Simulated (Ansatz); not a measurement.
# ZrS2 (P-3m1) in Ansatz: equation of state

Aim: energy against volume of ZrS2 in PBE, for its equilibrium volume and stiffness.

Everything below comes from runs of Ansatz 0.2.0. Logs are shortened: lines on timing, memory, paths and dates and some standing lists are left out, and cuts for length are marked.

**1. Starting point**

It takes space group P-3m1 (No. 164, trigonal). Conventional cell: a = 3.691 Å, b = 3.691 Å, c = 6.041 Å, α = 90.00°, β = 90.00°, γ = 120.00°. Zr (site symmetry -3m) is surrounded by 6 S at 2.57 Å. Around S (site symmetry 3m) lie 3 Zr at 2.57 Å.

The cell is a database's computed one.

**2. Single point, PBE, 22.34 Å³/atom (volume scaled by 0.94)**

Input file input.yaml:

```yaml
crystal:
  lattice:
    - [3.6160270677, 0.0, 0.0]
    - [-1.8080135339, 3.1315713014, 0.0]
    - [0.0, 0.0, 5.9177551207]
  atoms:
    - { symbol: Zr, position: [0.0, 0.0, 0.0] }
    - { symbol: S, position: [0.3333333333, 0.6666666667, 0.23790997] }
    - { symbol: S, position: [0.6666666667, 0.3333333333, 0.76209003] }
hamiltonian:
  xc: pbe
  pseudopotentials: { kind: paw }
kpoints:
  mp_grid: { grid: [8, 8, 5] }
scf:
  occupations: { method: fermi_dirac, width: 0.05 }
output:
  forces: true
  stress: true
  eigenvalues: true
  write_density: true
  write_potential: true
  elf: true
  volumetric_format: npy
```

Potentials or basis: Ansatz PAW.

Run with:

```sh
ansatz run input.yaml --threads 2 --pin off --max-ram 5120MiB --backend cpu --events-out ev --progress --plain --runs-dir out
```

What it wrote:

```text
Warning: RAYON_NUM_THREADS=2 ignored (pool sized by the plan → 2); use --threads N
Engine: ansatz 0.2.0, aarch64-unknown-linux-gnu
Pseudopotentials: kind: paw
Pseudopotential: Zr, paw, valence charge 12, recommended cutoff 420 eV (normal), Zr.paw.azcp
Pseudopotential: S, paw, valence charge 6, recommended cutoff 420 eV (normal), S.paw.azcp
Functional definition: PBE
  parameter kappa = 0.804
  parameter beta = 0.06672455060314922
  exchange = pbe_x(kappa = kappa, mu = beta*pi^2/3)
  correlation = pbe_c(beta = beta)
Crystal: 3 atoms, lattice volume = 67.012 Å³
Basis set: ecut = 420 eV, 1303 PW (Γ), exchange–correlation on 50×50×80 points (8 copies of the dense FFT grid, shifted against one another)
Bands: 16, of which v1, the nominal top of the filled ones, is band 12 counted from 1 (11 counted from 0)
Symmetry: 12 space group operations
Space group: P-3m1 (ITA 164), of the structure as read, at distance tolerance 4.1e-5 Å
k-points: 40 of 320
Non-local potential: Zr, projectors of the file, l = 0: 3, l = 1: 2, l = 2: 2, l = 3: 2
Non-local potential: S, projectors of the file, l = 0: 2, l = 1: 2, l = 2: 2
PAW form: soft (Blöchl's): semilocal exchange-correlation on the pseudo side does not see the compensation charge
PAW one-centre angular grid: Zr, 590 points (default); XC on 64 Gauss nodes
PAW one-centre angular grid: S, 110 points (default); XC on 64 Gauss nodes
Initial density: superposition of atomic densities (neutral atoms: chi_scale 0, normalization atom), corrected by the library's trained network
Initial wavefunctions: pseudopotential atomic-orbital guess
Functional: x = pbe(κ = 0.804, μ = 0.2195149727645171), c = pbe(β = 0.06672455060314922)
SCF iter   1: F=—  HF=-5992.544623 eV  |F-HF|=—  |Δ(HF+E_count)|=         —  Δρ=1.39e-3  dr2=1.97e-3  ethr=1.77e-3  ⟨swp⟩=5.7  Hψ=3573  notcnv=0
preconditioner: auto → Resta (q_TF=auto, 2.299 Å⁻¹)  ε∞=6.1  [insulator: Δε(μ)=1.010 eV  Ē_g=8.025 eV  σ=0.050 eV  W_gap=1.00  n_scr=22 (ndim 8)  ℏωp=18.1 eV  f_vac=0.021  D(μ)=0.00/eV (n_scr^D=0)  ε∞_Penn≈6.1]
SCF iter   2: F=—  HF=-5992.543372 eV  |F-HF|=—  |Δ(HF+E_count)|=   1.25e-3  Δρ=7.16e-4  dr2=4.07e-4  ethr=8.20e-6  ⟨swp⟩=2.2  Hψ=1282  notcnv=0
SCF iter   3: F=—  HF=-5992.543604 eV  |F-HF|=—  |Δ(HF+E_count)|=   2.32e-4  Δρ=1.65e-4  dr2=1.58e-5  ethr=1.69e-6  ⟨swp⟩=2.0  Hψ=880  notcnv=0
SCF iter   4: F=—  HF=-5992.543594 eV  |F-HF|=—  |Δ(HF+E_count)|=   9.64e-6  Δρ=4.86e-5  dr2=2.52e-6  ethr=6.60e-8  ⟨swp⟩=2.0  Hψ=937  notcnv=0
SCF iter   5: F=—  HF=-5992.543596 eV  |F-HF|=—  |Δ(HF+E_count)|=   2.07e-6  Δρ=1.12e-5  dr2=1.38e-7  ethr=1.05e-8  ⟨swp⟩=2.0  Hψ=910  notcnv=0
SCF iter   6: F=-5992.543596 eV  HF=-5992.543596 eV  |F-HF|=9.73e-9  |Δ(HF+E_count)|=   1.41e-7  Δρ=2.66e-6  dr2=7.31e-9  ethr=4.17e-10  ⟨swp⟩=9.4  Hψ=4222  notcnv=0
SCF 1 converged in 6 iterations: F = -5992.543596 eV  dr2 = 7.31e-9
SCF converged after 6 iterations
Free energy (F): -5992.543596 eV
Harris-Foulkes:  -5992.543596 eV  (|F-HF|=9.73e-9)
Internal energy: -5992.543594 eV  (E = F + TS)
E sigma→0 (E₀):  -5992.543595 eV
Entropy (-TS):   -0.000002 eV (-0.001 meV/atom)
Fermi energy:    7.709822 eV
--- Per-component energies (eV) ---
  E_band       = -161.480658
  E_kinetic    = 550.578726
  E_local      = -1353.182163  (includes V_loc(G=0)·N_el)
  E_nonlocal   = 134.758601
  E_hartree    = 482.243311
  E_xc         = -358.211711
  E_vxc        = -368.753792  (∫ρ·V_xc dr)
  E_paw        = -4154.016966  (= ΣΔE_a)
  E_vpaw       = -89.369915  (= ΣTr[D̂ρ^β])
  E_aug_tail   = 0.000026  (compensation charges beyond the density's cutoff)
  E_ewald      = -1294.713419
  E_smearing   = -0.000002  (= −TS)
  E_closure    = 0.000000  (closes the sum)
  Σ components = -5992.543596   (vs F -5992.543596, Δ=0.00e0)
--- Forces (eV/Å), atoms counted from 1 ---
  atom   1  Zr     0.00000000    -0.00000000     0.00000000
  atom   2  S     -0.00000000     0.00000000     0.81066854
  atom   3  S      0.00000000    -0.00000000    -0.81066854
  max |Σ_I F_I| component: 3.70e-17 eV/Å
--- Stress (GPa, compression-positive) ---
        6.787119       0.000000       0.000000
       -0.000000       6.787119      -0.000000
        0.000000      -0.000000       6.713930
  P = ⅓ Tr σ = 6.7627 GPa (67.627 kbar)
--- Band table (eV; the first three rows and the last of 40) ---
  k-point 0: bands = ["-41.5631", "-19.6794", "-19.4986", "-19.4986", "-5.6506", "-4.0570", "2.6961", "4.2265", "4.2265", "7.1347", "7.1349", "7.1349", "8.8057", "8.8057", "9.7258", "12.4700"]
  k-point 1: bands = ["-41.5631", "-19.6795", "-19.4986", "-19.4986", "-5.5873", "-4.1652", "2.9626", "4.2365", "4.2365", "6.5780", "7.0966", "7.0966", "8.7951", "8.7951", "9.9324", "12.5835"]
  k-point 2: bands = ["-41.5631", "-19.6799", "-19.4986", "-19.4986", "-5.4627", "-4.3594", "3.5509", "4.2529", "4.2529", "5.6523", "7.0358", "7.0358", "8.7776", "8.7776", "10.1227", "12.7791"]
  k-point 39: bands = ["-41.5365", "-19.7592", "-19.6706", "-19.5988", "-4.3933", "-4.1603", "3.2741", "3.6393", "4.3672", "5.0374", "5.2575", "5.7079", "9.3473", "10.3231", "10.4924", "12.5139"]
```

Wall time 1.6 s (2 threads of Arm Neoverse V1, shared host); peak memory 0.35 GiB.

What came out:

| Quantity | Value |
| --- | --- |
| Free energy | -5992.5436 eV |
| Pressure | 6.8 GPa |
| Largest force | 0.811 eV/Å |
| Band gap on the k mesh | 1.01 eV, indirect (least direct gap 1.67 eV) |

Caveat: odd divisions of the mesh miss points on the zone boundary, where band edges often lie, so the gap on the mesh can be too wide; this functional lacks dispersion, which binds the layers, so the pressure and a relaxed spacing across them are unreliable.

**3. Single point, PBE, 22.81 Å³/atom (volume scaled by 0.96)**

Edit input.yaml of step 2 so:

```diff
@@ -2,5 +2,5 @@
   lattice:
-    - [3.6160270677, 0.0, 0.0]
-    - [-1.8080135339, 3.1315713014, 0.0]
-    - [0.0, 0.0, 5.9177551207]
+    - [3.6414928861, 0.0, 0.0]
+    - [-1.8207464431, 3.1536253471, 0.0]
+    - [0.0, 0.0, 5.9594308256]
   atoms:
@@ -20,5 +20 @@
   eigenvalues: true
-  write_density: true
-  write_potential: true
-  elf: true
-  volumetric_format: npy
```

Potentials or basis: Ansatz PAW.

Run with:

```sh
ansatz run input.yaml --threads 2 --pin off --max-ram 5120MiB --backend cpu --events-out ev --progress --plain --runs-dir out
```

It took 1.2 s on 2 threads of Arm Neoverse V1, shared host; peak memory 0.34 GiB.

The run converged. Its results:

```
Free energy            : -5992.5933 eV
Pressure               : 4.5 GPa
Largest force          : 0.536 eV/Å
Band gap on the k mesh : 1.03 eV, indirect (least direct gap 1.66 eV)
```

Caveat: odd divisions of the mesh miss points on the zone boundary, where band edges often lie, so the gap on the mesh can be too wide; this functional lacks dispersion, which binds the layers, so the pressure and a relaxed spacing across them are unreliable.

**4. Single point, PBE, 23.29 Å³/atom (volume scaled by 0.98)**

Edit input.yaml of step 3 so:

```diff
@@ -2,5 +2,5 @@
   lattice:
-    - [3.6414928861, 0.0, 0.0]
-    - [-1.8207464431, 3.1536253471, 0.0]
-    - [0.0, 0.0, 5.9594308256]
+    - [3.6666074238, 0.0, 0.0]
+    - [-1.8333037119, 3.1753751747, 0.0]
+    - [0.0, 0.0, 6.0005316473]
   atoms:
```

Run with:

```sh
ansatz run input.yaml --threads 2 --pin off --max-ram 5120MiB --backend cpu --events-out ev --progress --plain --runs-dir out
```

Wall time 1.3 s (2 threads of Arm Neoverse V1, shared host); peak memory 0.34 GiB.

Results (log left out):

- Free energy: -5992.6235 eV
- Pressure: 2.4 GPa
- Largest force: 0.281 eV/Å
- Band gap on the k mesh: 1.04 eV, indirect (least direct gap 1.65 eV)

Caveat: odd divisions of the mesh miss points on the zone boundary, where band edges often lie, so the gap on the mesh can be too wide; this functional lacks dispersion, which binds the layers, so the pressure and a relaxed spacing across them are unreliable.

**5. Single point, PBE, 23.76 Å³/atom**

Edit input.yaml of step 4 so:

```diff
@@ -2,5 +2,5 @@
   lattice:
-    - [3.6666074238, 0.0, 0.0]
-    - [-1.8333037119, 3.1753751747, 0.0]
-    - [0.0, 0.0, 6.0005316473]
+    - [3.6913825498, 0.0, 0.0]
+    - [-1.8456912749, 3.1968310632, 0.0]
+    - [0.0, 0.0, 6.04107701]
   atoms:
```

Run with:

```sh
ansatz run input.yaml --threads 2 --pin off --max-ram 5120MiB --backend cpu --events-out ev --progress --plain --runs-dir out
```

Run time: 1.4 s. Hardware: 2 threads of Arm Neoverse V1, shared host; peak memory 0.35 GiB.

It converged, with:

```yaml
Free_energy: -5992.6361 eV
Pressure: 0.5 GPa
Largest_force: 0.044 eV/Å
Band_gap_on_the_k_mesh: 1.05 eV, indirect (least direct gap 1.64 eV)
```

Caveat: odd divisions of the mesh miss points on the zone boundary, where band edges often lie, so the gap on the mesh can be too wide; this functional lacks dispersion, which binds the layers, so the pressure and a relaxed spacing across them are unreliable.

**6. Single point, PBE, 24.24 Å³/atom (volume scaled by 1.02)**

Edit input.yaml of step 5 so:

```diff
@@ -2,5 +2,5 @@
   lattice:
-    - [3.6913825498, 0.0, 0.0]
-    - [-1.8456912749, 3.1968310632, 0.0]
-    - [0.0, 0.0, 6.04107701]
+    - [3.7158295043, 0.0, 0.0]
+    - [-1.8579147522, 3.2180027468, 0.0]
+    - [0.0, 0.0, 6.0810853085]
   atoms:
```

Potentials or basis: Ansatz PAW.

Run with:

```sh
ansatz run input.yaml --threads 2 --pin off --max-ram 5120MiB --backend cpu --events-out ev --progress --plain --runs-dir out
```

What it wrote:

```text
Warning: RAYON_NUM_THREADS=2 ignored (pool sized by the plan → 2); use --threads N
Engine: ansatz 0.2.0, aarch64-unknown-linux-gnu
Pseudopotentials: kind: paw
Pseudopotential: Zr, paw, valence charge 12, recommended cutoff 420 eV (normal), Zr.paw.azcp
Pseudopotential: S, paw, valence charge 6, recommended cutoff 420 eV (normal), S.paw.azcp
Functional definition: PBE
  parameter kappa = 0.804
  parameter beta = 0.06672455060314922
  exchange = pbe_x(kappa = kappa, mu = beta*pi^2/3)
  correlation = pbe_c(beta = beta)
Crystal: 3 atoms, lattice volume = 72.715 Å³
Basis set: ecut = 420 eV, 1389 PW (Γ), exchange–correlation on 50×50×90 points (8 copies of the dense FFT grid, shifted against one another)
Bands: 16, of which v1, the nominal top of the filled ones, is band 12 counted from 1 (11 counted from 0)
Symmetry: 12 space group operations
Space group: P-3m1 (ITA 164), of the structure as read, at distance tolerance 4.2e-5 Å
k-points: 40 of 320
Non-local potential: Zr, projectors of the file, l = 0: 3, l = 1: 2, l = 2: 2, l = 3: 2
Non-local potential: S, projectors of the file, l = 0: 2, l = 1: 2, l = 2: 2
PAW form: soft (Blöchl's): semilocal exchange-correlation on the pseudo side does not see the compensation charge
PAW one-centre angular grid: Zr, 590 points (default); XC on 64 Gauss nodes
PAW one-centre angular grid: S, 110 points (default); XC on 64 Gauss nodes
Initial density: superposition of atomic densities (neutral atoms: chi_scale 0, normalization atom), corrected by the library's trained network
Initial wavefunctions: pseudopotential atomic-orbital guess
Functional: x = pbe(κ = 0.804, μ = 0.2195149727645171), c = pbe(β = 0.06672455060314922)
SCF iter   1: F=—  HF=-5992.633093 eV  |F-HF|=—  |Δ(HF+E_count)|=         —  Δρ=1.22e-3  dr2=1.56e-3  ethr=1.77e-3  ⟨swp⟩=5.7  Hψ=3498  notcnv=0
preconditioner: auto → Resta (q_TF=auto, 2.268 Å⁻¹)  ε∞=6.2  [insulator: Δε(μ)=1.057 eV  Ē_g=7.622 eV  σ=0.050 eV  W_gap=1.00  n_scr=22 (ndim 8)  ℏωp=17.4 eV  f_vac=0.031  D(μ)=0.00/eV (n_scr^D=0)  ε∞_Penn≈6.2]
SCF iter   2: F=—  HF=-5992.632476 eV  |F-HF|=—  |Δ(HF+E_count)|=   6.17e-4  Δρ=6.43e-4  dr2=3.05e-4  ethr=6.51e-6  ⟨swp⟩=2.1  Hψ=1222  notcnv=0
SCF iter   3: F=—  HF=-5992.632679 eV  |F-HF|=—  |Δ(HF+E_count)|=   2.03e-4  Δρ=1.71e-4  dr2=2.29e-5  ethr=1.27e-6  ⟨swp⟩=2.0  Hψ=882  notcnv=0
SCF iter   4: F=—  HF=-5992.632688 eV  |F-HF|=—  |Δ(HF+E_count)|=   8.55e-6  Δρ=5.36e-5  dr2=3.09e-6  ethr=9.53e-8  ⟨swp⟩=2.0  Hψ=864  notcnv=0
SCF iter   5: F=—  HF=-5992.632690 eV  |F-HF|=—  |Δ(HF+E_count)|=   2.77e-6  Δρ=1.32e-5  dr2=2.48e-7  ethr=1.29e-8  ⟨swp⟩=2.0  Hψ=905  notcnv=0
SCF iter   6: F=-5992.632691 eV  HF=-5992.632691 eV  |F-HF|=1.21e-8  |Δ(HF+E_count)|=   1.86e-7  Δρ=5.35e-6  dr2=4.36e-8  ethr=4.17e-10  ⟨swp⟩=5.5  Hψ=2544  notcnv=0
SCF 1 converged in 6 iterations: F = -5992.632691 eV  dr2 = 4.36e-8
SCF converged after 6 iterations
Free energy (F): -5992.632691 eV
Harris-Foulkes:  -5992.632691 eV  (|F-HF|=1.21e-8)
Internal energy: -5992.632689 eV  (E = F + TS)
E sigma→0 (E₀):  -5992.632690 eV
Entropy (-TS):   -0.000002 eV (-0.001 meV/atom)
Fermi energy:    6.721610 eV
--- Per-component energies (eV) ---
  E_band       = -184.384570
  E_kinetic    = 544.651119
  E_local      = -1395.454800  (includes V_loc(G=0)·N_el)
  E_nonlocal   = 134.476478
  E_hartree    = 493.508844
  E_xc         = -356.149047
  E_vxc        = -365.984576  (∫ρ·V_xc dr)
  E_paw        = -4153.726241  (= ΣΔE_a)
  E_vpaw       = -89.095505  (= ΣTr[D̂ρ^β])
  E_aug_tail   = 0.000028  (compensation charges beyond the density's cutoff)
  E_ewald      = -1259.939069
  E_smearing   = -0.000002  (= −TS)
  E_closure    = -0.000000  (closes the sum)
  Σ components = -5992.632691   (vs F -5992.632691, Δ=0.00e0)
--- Forces (eV/Å), atoms counted from 1 ---
  atom   1  Zr     0.00000000    -0.00000000     0.00000000
  atom   2  S      0.00000000    -0.00000000    -0.17564637
  atom   3  S     -0.00000000     0.00000000     0.17564637
  max |Σ_I F_I| component: 2.78e-17 eV/Å
--- Stress (GPa, compression-positive) ---
       -1.673654       0.000000      -0.000000
        0.000000      -1.673654      -0.000000
       -0.000000      -0.000000      -0.311899
  P = ⅓ Tr σ = -1.2197 GPa (-12.197 kbar)
--- Band table (eV; the first three rows and the last of 40) ---
  k-point 0: bands = ["-42.8538", "-20.8949", "-20.7573", "-20.7573", "-6.2883", "-4.9514", "2.0912", "3.4884", "3.4884", "6.0996", "6.0996", "6.1532", "7.7768", "7.7768", "8.5963", "11.1103"]
  k-point 1: bands = ["-42.8538", "-20.8950", "-20.7573", "-20.7573", "-6.2352", "-5.0366", "2.3212", "3.4975", "3.4975", "5.6627", "6.0669", "6.0669", "7.7686", "7.7686", "8.7396", "11.2001"]
  k-point 2: bands = ["-42.8538", "-20.8952", "-20.7573", "-20.7573", "-6.1315", "-5.1907", "2.8242", "3.5125", "3.5125", "4.8457", "6.0150", "6.0150", "7.7551", "7.7551", "8.8695", "11.3525"]
  k-point 39: bands = ["-42.8365", "-20.9404", "-20.8783", "-20.8409", "-5.1951", "-5.0261", "2.5876", "2.9319", "3.5552", "4.1895", "4.4027", "4.7975", "8.2720", "9.1156", "9.2567", "11.1898"]
```

Run time: 1.4 s. Hardware: 2 threads of Arm Neoverse V1, shared host; peak memory 0.35 GiB.

Results:

| Property | Result |
| --- | --- |
| Free energy | -5992.6327 eV |
| Pressure | -1.2 GPa |
| Largest force | 0.176 eV/Å |
| Band gap on the k mesh | 1.06 eV, indirect (least direct gap 1.62 eV) |

Caveat: odd divisions of the mesh miss points on the zone boundary, where band edges often lie, so the gap on the mesh can be too wide; this functional lacks dispersion, which binds the layers, so the pressure and a relaxed spacing across them are unreliable.

**7. Single point, PBE, 24.71 Å³/atom (volume scaled by 1.04)**

Edit input.yaml of step 6 so:

```diff
@@ -2,5 +2,5 @@
   lattice:
-    - [3.7158295043, 0.0, 0.0]
-    - [-1.8579147522, 3.2180027468, 0.0]
-    - [0.0, 0.0, 6.0810853085]
+    - [3.7399589434, 0.0, 0.0]
+    - [-1.8699794717, 3.2388994541, 0.0]
+    - [0.0, 0.0, 6.1205739819]
   atoms:
```

Run with:

```sh
ansatz run input.yaml --threads 2 --pin off --max-ram 5120MiB --backend cpu --events-out ev --progress --plain --runs-dir out
```

Wall time 1.4 s (2 threads of Arm Neoverse V1, shared host); peak memory 0.35 GiB.

It converged, with:

```yaml
Free_energy: -5992.6149 eV
Pressure: -2.8 GPa
Largest_force: 0.380 eV/Å
Band_gap_on_the_k_mesh: 1.07 eV, indirect (least direct gap 1.61 eV)
```

Caveat: odd divisions of the mesh miss points on the zone boundary, where band edges often lie, so the gap on the mesh can be too wide; this functional lacks dispersion, which binds the layers, so the pressure and a relaxed spacing across them are unreliable.

**8. Single point, PBE, 25.19 Å³/atom (volume scaled by 1.06)**

Edit input.yaml of step 7 so:

```diff
@@ -2,5 +2,5 @@
   lattice:
-    - [3.7399589434, 0.0, 0.0]
-    - [-1.8699794717, 3.2388994541, 0.0]
-    - [0.0, 0.0, 6.1205739819]
+    - [3.7637809802, 0.0, 0.0]
+    - [-1.8818904901, 3.2595299432, 0.0]
+    - [0.0, 0.0, 6.1595595806]
   atoms:
```

Run with:

```sh
ansatz run input.yaml --threads 2 --pin off --max-ram 5120MiB --backend cpu --events-out ev --progress --plain --runs-dir out
```

Wall time 1.4 s (2 threads of Arm Neoverse V1, shared host); peak memory 0.35 GiB.

Results (log left out):

| Item | Value |
| --- | --- |
| Free energy | -5992.5840 eV |
| Pressure | -4.2 GPa |
| Largest force | 0.571 eV/Å |
| Band gap on the k mesh | 1.08 eV, indirect (least direct gap 1.59 eV) |

Caveat: odd divisions of the mesh miss points on the zone boundary, where band edges often lie, so the gap on the mesh can be too wide; this functional lacks dispersion, which binds the layers, so the pressure and a relaxed spacing across them are unreliable.

**9. Equation of state, PBE**

Potentials or basis: Ansatz PAW.

No new run: the results of the series are fitted here.

What came out:

| Quantity | Value |
| --- | --- |
| Equilibrium volume | 23.89 Å³/atom |
| Bulk modulus at fixed shape and positions | 88 GPa |
| Pressure derivative of the bulk modulus | 4.1 |

Energy against volume, from the lowest point:
```tsv
volume (Å³/atom)	energy (meV/atom)
22.337	30.83
22.813	14.25
23.288	4.19
23.763	0.00
24.238	1.14
24.714	7.08
25.189	17.37
```

Caveat: the cell was scaled at fixed shape and fractional positions, which overstates the stiffness of a crystal with free parameters, most of all of layers and chains; this functional lacks dispersion, which binds the layers, so the pressure and a relaxed spacing across them are unreliable.
